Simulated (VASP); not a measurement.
**Se: single point with PBE+D3(BJ)**

Crystal: Se.

```
CELL_PARAMETERS angstrom
-1.70345 1.70345 1.78862
1.70345 -1.70345 1.78862
1.70345 1.70345 -1.78862
ATOMIC_POSITIONS crystal
Se 0.00000 0.00000 0.00000
```

The cell isn't the ideal one: strain +0.000 along x and y, +0.050 along z, atoms carried along.

```
Program                : VASP 6.6.1
Task                   : single point
Functional             : PBE
Dispersion             : D3(BJ)
Potentials or basis    : VASP PAW PBE potentials, release 64 (Se)
Cutoff                 : 520 eV
k mesh                 : 20 × 20 × 20
Occupations            : gaussian, width 0.15 eV
Spin                   : no spin polarisation
Dipole correction      : no
Further INCAR settings : ALGO = Fast; EDIFF = 1e-06; NBANDS = 9
```

```json
{
 "Pressure": "-4.4 GPa",
 "Band gap on the k mesh": "none (metal or under the smearing width)",
 "Dispersion energy per atom": "-0.419 eV"
}
```

Stress tensor (GPa, compression positive):
```
-3.22  0.00  0.00
 0.00 -3.22  0.00
 0.00  0.00 -6.80
```

Levels at points of the mesh, in eV from the Fermi level:
```tsv
k point	band 1	band 2	band 3	band 4	band 5	band 6	band 7	band 8
(0.00, 0.00, 0.00)	-15.93	2.81	2.88	2.88	10.85	12.08	12.08	12.99
(0.50, 0.00, 0.00)	-12.71	-6.49	0.17	2.23	7.11	8.67	16.68	16.81
(0.50, 0.50, 0.00)	-12.51	-6.37	-0.24	1.68	6.53	7.84	17.95	18.69
(0.50, 0.50, 0.50)	-10.43	-3.63	-2.86	-2.86	4.06	4.41	22.23	22.51
```

Run time: 38 s on 1 thread of Intel(R) Xeon(R) Platinum 8488C (Sapphire Rapids), on a shared host, peak memory 0.24 GiB.

Caveat: pairwise dispersion overbinds metals, which lowers pressure and volume.
